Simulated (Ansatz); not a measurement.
Here is an unrelaxed guess for BAs.

```xyz
2
Lattice="0.0000 2.5230 2.5230 2.5230 0.0000 2.5230 2.5230 2.5230 0.0000" Properties=species:S:1:pos:R:3 pbc="T T T"
B     0.0000    0.0000    0.0000
As    2.5230    2.5230    2.5230
```

These are results of DFT PBE, scalar-relativistic, plane waves, PAW (Ansatz 0.2.0), not measurements. Cutoff 420 eV; k points 6×6×6 on the computed 2-atom cell (Γ-centred); Gaussian smearing, width 0.10 eV; no spin polarisation.

Formation energies are uncorrected and refer to the elements' standard structures at the same level.

Problem. What does a single point on this coarse mesh give?

Solution. The pressure is -19.1 GPa (it wants to contract), the largest force is 0.00 eV/Å (symmetry fixes the atoms), and the energy is +1.19 eV/atom against the elements. The shortest distance is 2.52 Å.

Problem. Is it a good guess?

Solution. A rough one: relaxing gains about 0.32 eV/atom (the start's value is from the coarse mesh, so the gain is rough) in 9 ionic steps and ends at +0.87 eV/atom on the finer mesh. The symmetry stays Fm-3m (No. 225). The end has the rock salt type. The volume per atom shrinks by 23.6 %, from 16.1 to 12.3 Å³. The shortest distance goes from 2.52 Å (B–As) to 2.31 Å (B–As). Conventional cell: a = 4.614 Å. B has 6 As at 2.31 Å; As is surrounded by 6 B at 2.31 Å.

The last run used a 20×20×20 mesh for its 2-atom cell and Gaussian smearing of 0.10 eV. The reference form of As is held partly by dispersion forces, which this level lacks. The relaxation can't lower the symmetry of the start, and the grade says only how near the guess is to its own end. A structure relaxed within its symmetry needn't be a true minimum. Another cell of BAs relaxed alike, in Pmmm, lies 189 meV/atom lower, so this cell isn't the stable form at this level.
